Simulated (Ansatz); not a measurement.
The system is KCl (Sylvite).

```xyz
2
Lattice="0.0000 3.1465 3.1465 3.1465 0.0000 3.1465 3.1465 3.1465 0.0000" Properties=species:S:1:pos:R:3 pbc="T T T"
K    -0.1957   -0.0102   -0.0338
Cl    3.1229    3.1936    3.1715
```

The cell isn't the ideal one: atoms moved at random, drawn with an rms of 0.15 Å.

* Program: Ansatz 0.2.0
* Task: relaxation of the atoms
* Functional: r2SCAN
* Dispersion: D4
* Potentials or basis: Ansatz PAW
* Cutoff: 500 eV (not typed: the program's choice for these potentials)
* k mesh: 7 × 7 × 7
* Occupations: fixed
* Spin: no spin polarisation

At the start: volume 31.15 Å³/atom.

Problem. Where does the relaxation end?

Solution. Over 4 steps the energy falls by 13.4 meV/atom; space group Fm-3m (No. 225, to 0.05 Å).

The path:
```csv
step,energy change (eV),largest force (eV/Å)
1,0.0000,0.2906
2,-0.0203,0.1381
3,-0.0269,0.0047
4,-0.0269,0.0046
```

Final structure:
```xyz
2
Lattice="0.0000 3.1465 3.1465 3.1465 0.0000 3.1465 3.1465 3.1465 0.0000" Properties=species:S:1:pos:R:3 pbc="T T T"
K    -0.1111    0.0180   -0.0048
Cl    3.0383    3.1654    3.1425
```

Caveat: the PAW data sets come from PBE, with cores solved anew for the run's functional, which leaves a small shift of forces and pressure; the thresholds are loose for stress.
